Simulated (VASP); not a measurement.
# K (Im-3m) in VASP: further runs, part 3 of 3

VASP 6.6.1. The steps go on from the part before.

### Step 4. Phonon dispersion, PBE

The input, INCAR:

```
PREC     = Accurate       # precision mode
ENCUT    = 520            # plane-wave cutoff, eV
EDIFF    = 1E-7           # SCF threshold, eV
ISMEAR   = 1              # smearing method
SIGMA    = 0.1            # smearing width, eV
LREAL    = Auto         
LASPH    = T              # aspherical terms in the spheres
NELM     = 80             # most SCF steps
ALGO     = Normal         # electronic algorithm
ISIF     = 2              # what is computed and relaxed
LWAVE    = F              # write WAVECAR
LCHARG   = F              # write CHGCAR
GGA      = PE             # functional
IBRION   = 6              # ionic algorithm
NFREE    = 2            
POTIM    = 0.015          # step
NSW      = 1              # ionic steps
LPHON_DISPERSION= T            
PHON_NWRITE= -3
```

The input, KPOINTS:

```
regular mesh
0
Gamma
  2 2 2
```

The input, POSCAR:

```
K
1.0
   -7.8375000000      7.8375000000      7.8375000000
    7.8375000000     -7.8375000000      7.8375000000
    7.8375000000      7.8375000000     -7.8375000000
K
27
Direct
    0.0000000000      0.0000000000      0.0000000000
    0.0000000000      0.0000000000      0.3333333333
    0.0000000000      0.0000000000      0.6666666667
    0.0000000000      0.3333333333      0.0000000000
    0.0000000000      0.3333333333      0.3333333333
    0.0000000000      0.3333333333      0.6666666667
    0.0000000000      0.6666666667      0.0000000000
    0.0000000000      0.6666666667      0.3333333333
    0.0000000000      0.6666666667      0.6666666667
    0.3333333333      0.0000000000      0.0000000000
    0.3333333333      0.0000000000      0.3333333333
    0.3333333333      0.0000000000      0.6666666667
    0.3333333333      0.3333333333      0.0000000000
    0.3333333333      0.3333333333      0.3333333333
    0.3333333333      0.3333333333      0.6666666667
    0.3333333333      0.6666666667      0.0000000000
    0.3333333333      0.6666666667      0.3333333333
    0.3333333333      0.6666666667      0.6666666667
    0.6666666667      0.0000000000      0.0000000000
    0.6666666667      0.0000000000      0.3333333333
    0.6666666667      0.0000000000      0.6666666667
    0.6666666667      0.3333333333      0.0000000000
    0.6666666667      0.3333333333      0.3333333333
    0.6666666667      0.3333333333      0.6666666667
    0.6666666667      0.6666666667      0.0000000000
    0.6666666667      0.6666666667      0.3333333333
    0.6666666667      0.6666666667      0.6666666667
```

The input, QPOINTS:

```
path GHNGPH,PN
8
line-mode
reciprocal
 0.0000000000  0.0000000000  0.0000000000  G
 0.5000000000 -0.5000000000  0.5000000000  H

 0.5000000000 -0.5000000000  0.5000000000  H
 0.0000000000  0.0000000000  0.5000000000  N

 0.0000000000  0.0000000000  0.5000000000  N
 0.0000000000  0.0000000000  0.0000000000  G

 0.0000000000  0.0000000000  0.0000000000  G
 0.2500000000  0.2500000000  0.2500000000  P

 0.2500000000  0.2500000000  0.2500000000  P
 0.5000000000 -0.5000000000  0.5000000000  H

 0.2500000000  0.2500000000  0.2500000000  P
 0.0000000000  0.0000000000  0.5000000000  N
```

Potentials or basis: VASP PAW PBE potentials, release 64 (K_sv).

Run with:

```console
$ cat potpaw_PBE.64/K_sv/POTCAR > POTCAR
$ mpirun -np 4 vasp_std > vasp.out
```

OUTCAR:

```text
PREC = Accurate
   ENCUT = 520
   EDIFF = 1E-7
   ISMEAR = 1
   LREAL = Auto
   LASPH = T
   NELM = 80
   ISIF = 2
   GGA = PE
   IBRION = 6
   NFREE = 2
   POTIM = 0.015
   NSW = 1

 ion  position               nearest neighbor table
   1  0.000  0.000  0.000-
   2  0.000  0.000  0.333-
   3  0.000  0.000  0.667-
   4  0.000  0.333  0.000-
   5  0.000  0.333  0.333-
   6  0.000  0.333  0.667-
[... 27 lines left out ...]
 A1 = (  -7.8375000000,   7.8375000000,   7.8375000000)
 A2 = (   7.8375000000,  -7.8375000000,   7.8375000000)
 A3 = (   7.8375000000,   7.8375000000,  -7.8375000000)

Analysis of symmetry for initial positions (statically):
=====================================================================
 Subroutine PRICEL returns following result:

  LATTYP: Found a body centered cubic cell.
 ALAT       =     5.2249999995

  Lattice vectors:

 A1 = (  -2.6124999997,   2.6124999997,   2.6124999997)
 A2 = (   2.6124999997,  -2.6124999997,   2.6124999997)
 A3 = (   2.6124999997,   2.6124999997,  -2.6124999997)

  27 primitive cells build up your supercell.

 Routine SETGRP: Setting up the symmetry group for a
 body centered cubic supercell.

 Subroutine GETGRP returns: Found 48 space group operations
 (whereof 48 operations were pure point group operations)
 out of a pool of 48 trial point group operations.

The static configuration has the point symmetry O_h .

Analysis of symmetry for dynamics (positions and initial velocities):
=====================================================================
 Subroutine PRICEL returns following result:

  LATTYP: Found a body centered cubic cell.
 ALAT       =     5.2249999995

  Lattice vectors:

 A1 = (  -2.6124999997,   2.6124999997,   2.6124999997)
 A2 = (   2.6124999997,  -2.6124999997,   2.6124999997)
 A3 = (   2.6124999997,   2.6124999997,  -2.6124999997)

  27 primitive cells build up your supercell.

 Routine SETGRP: Setting up the symmetry group for a
 body centered cubic supercell.

 Subroutine GETGRP returns: Found 48 space group operations
 (whereof 48 operations were pure point group operations)
 out of a pool of 48 trial point group operations.

The dynamic configuration has the point symmetry O_h .

 Subroutine INISYM returns: Found 48 space group operations
 (whereof 48 operations are pure point group operations),
 and found    27 'primitive' translations

----------------------------------------------------------------------------------------
[... 95 lines left out ...]
   LHFCALC =     F    Hartree Fock is set to
   AEXX    =    0.0000 exact exchange contribution
   IVDW    =     0    specifies the selected vdW correction
   LEPSILON=     F    determine dielectric tensor
   LRPA    =     F    only Hartree local field effects (RPA)
 finite differences with symmetry
 non-spin polarized calculation
 Methfessel and Paxton  Order N= 1 SIGMA  =   0.10
  energy-cutoff  :      520.00
  volume of cell :     1925.72
 maximum number of plane-waves:     51922
 NGX is ok and might be reduce to   108
   NGX = 51   NGY = 51   NGZ = 51

--------------------------------------- Ionic step        1  -------------------------------------------

 number of electron     243.0000002 magnetization

 Free energy of the ion-electron system (eV)
  ---------------------------------------------------
  ext. energy  EPLUGINS =         0.00000000
  ---------------------------------------------------
  free energy    TOTEN  =       -27.66605678 eV

  energy without entropy =      -27.50000585  energy(sigma->0) =      -27.61070647

------------------------ aborting loop because EDIFF is reached ----------------------------------------

  FORCE on cell =-STRESS in cart. coord.  units (eV):
  Direction    XX          YY          ZZ          XY          YZ          ZX
  --------------------------------------------------------------------------------------
  -------------------------------------------------------------------------------------
  Total        1.8680751      1.8680751      1.8680751     -0.0000000     -0.0000000     -0.0000000
  in kB        1.5542192      1.5542192      1.5542192     -0.0000000     -0.0000000     -0.0000000
  external PRESSURE =       1.5542192 kB  Pullay stress =       0.0000000 kB
[... 109 lines left out ...]
--------------------------------------- Ionic step        3  -------------------------------------------

 number of electron     243.0000002 magnetization

 Free energy of the ion-electron system (eV)
  ---------------------------------------------------
  ext. energy  EPLUGINS =         0.00000000
  ---------------------------------------------------
  free energy    TOTEN  =       -27.66602176 eV

  energy without entropy =      -27.49997462  energy(sigma->0) =      -27.61067271

 E-fermi :  -0.0249     XC(G=0):  -5.7257

 val. band max:       -0.2977212467   @ k =   0.5000   0.5000   0.5000
 cond. band min:      -0.0179661678   @ k =   0.0000   0.5000   0.0000
 fundamental gap:      0.2797550790
 Fermi energy:        -0.0248877055

 k-point     1 :       0.0000    0.0000    0.0000
  band No.  band energies     occupation
      1     -32.1638      2.00000
      2     -32.1606      2.00000
      3     -32.1604      2.00000
      4     -32.1604      2.00000
      5     -32.1602      2.00000
      6     -32.1602      2.00000
[... 533 lines left out ...]
    132       0.6530     -0.00000
    133       0.9936     -0.00000
 [bands above 133 left out]

------------------------ aborting loop because EDIFF is reached ----------------------------------------

  FORCE on cell =-STRESS in cart. coord.  units (eV):
  Direction    XX          YY          ZZ          XY          YZ          ZX
  --------------------------------------------------------------------------------------
  -------------------------------------------------------------------------------------
  Total        1.8606828      1.8612784      1.8612784      0.0000000     -0.0000000     -0.0000000
  in kB        1.5480689      1.5485644      1.5485644      0.0000000     -0.0000000     -0.0000000
  external PRESSURE =       1.5483992 kB  Pullay stress =       0.0000000 kB
[... 42 lines left out ...]
  FREE ENERGIE OF THE ION-ELECTRON SYSTEM (eV)
  ---------------------------------------------------
  free  energy   TOTEN  =       -27.6660217617 eV

  energy  without entropy=      -27.4999746204  energy(sigma->0) =      -27.61067271

 INTERNAL STRAIN TENSORS FROM DISPLACED ATOMS
 ============================================

 INTERNAL STRAIN TENSOR FOR ION    1 for displacements in x,y,z  (eV/Angst):
          X           Y           Z          XY          YZ          ZX
  --------------------------------------------------------------------------------
  x    -0.00000     0.00000     0.00000    -0.00000     0.00000     0.00000
  y     0.00000    -0.00000     0.00000     0.00000    -0.00000     0.00000
  z     0.00000     0.00000    -0.00000     0.00000     0.00000    -0.00000
[... 8 lines left out ...]
 INTERNAL STRAIN TENSOR FOR ION   27 for displacements in x,y,z  (eV/Angst):
          X           Y           Z          XY          YZ          ZX
  --------------------------------------------------------------------------------
  x    -0.00000     0.00000     0.00000    -0.00000     0.00000     0.00000
  y     0.00000    -0.00000     0.00000     0.00000    -0.00000     0.00000
  z     0.00000     0.00000    -0.00000     0.00000     0.00000    -0.00000

 Eigenvectors and eigenvalues of the dynamical matrix
   1 f  =    2.111691 THz    13.268146 2PiTHz   70.438433 cm-1     8.733249 meV
   2 f  =    2.111691 THz    13.268146 2PiTHz   70.438433 cm-1     8.733249 meV
   3 f  =    2.111691 THz    13.268146 2PiTHz   70.438433 cm-1     8.733249 meV
   4 f  =    2.111691 THz    13.268146 2PiTHz   70.438433 cm-1     8.733249 meV
   5 f  =    2.111691 THz    13.268146 2PiTHz   70.438433 cm-1     8.733249 meV
   6 f  =    2.111691 THz    13.268146 2PiTHz   70.438433 cm-1     8.733249 meV
[... 22 lines left out ...]
  29 f  =    2.018955 THz    12.685471 2PiTHz   67.345106 cm-1     8.349725 meV
  30 f  =    2.018955 THz    12.685471 2PiTHz   67.345106 cm-1     8.349725 meV

 ELASTIC MODULI CONTR FROM IONIC RELAXATION (kBar)
 Direction    XX          YY          ZZ          XY          YZ          ZX
 --------------------------------------------------------------------------------
 XX           0.0000      0.0000     -0.0000      0.0000      0.0000     -0.0000
 YY           0.0000     -0.0000      0.0000      0.0000      0.0000      0.0000
 ZZ          -0.0000      0.0000     -0.0000      0.0000      0.0000     -0.0000
 XY           0.0000      0.0000      0.0000     -0.0000     -0.0000      0.0000
 YZ           0.0000      0.0000      0.0000     -0.0000     -0.0000      0.0000
 ZX          -0.0000      0.0000     -0.0000      0.0000      0.0000     -0.0000
 --------------------------------------------------------------------------------
[... 377 lines left out ...]
 q-point No.           q_x           q_y           q_z  q-path length
          48      0.000000      0.000000      0.500000       0.889237
  frequencies
   [THz]           0.862971      1.611419      2.387311
   [2Pi THz]       5.422208     10.124845     14.999917
   [cm-1]         28.785621     53.751158     79.632121
   [meV]           3.568960      6.664291      9.873120
```

Wall time 19 min (4 MPI ranks of Intel Xeon Platinum 8375C at 2.90GHz (Ice Lake), shared host); peak memory 0.85 GiB.

Results:

```
Highest phonon frequency : 80 cm⁻¹
```

Phonon frequencies in cm⁻¹ (negative: imaginary):
| q point | frequencies |
| --- | --- |
| (0.000, 0.000, 0.000) | 0 0 0 |
| (0.286, -0.286, 0.286) | 55 62 62 |
| (0.500, -0.500, 0.500) | 74 74 74 |
| (0.214, -0.214, 0.500) | 49 64 78 |
| (0.000, 0.000, 0.500) | 29 54 80 |
| (0.000, 0.000, 0.214) | 18 37 47 |
| (0.000, 0.000, 0.000) | 0 0 0 |
| (0.143, 0.143, 0.143) | 42 42 67 |
| (0.250, 0.250, 0.250) | 61 61 61 |
| (0.393, -0.179, 0.393) | 50 73 73 |
| (0.250, 0.250, 0.250) | 61 61 61 |
| (0.107, 0.107, 0.393) | 39 57 76 |

Phonon frequencies at the corners of the path (cm⁻¹, interpolated; i marks imaginary ones):
| point | frequencies |
| --- | --- |
| Γ | 0 0 0 |
| H | 74 74 74 |
| N | 29 54 80 |
| P | 61 61 61 |
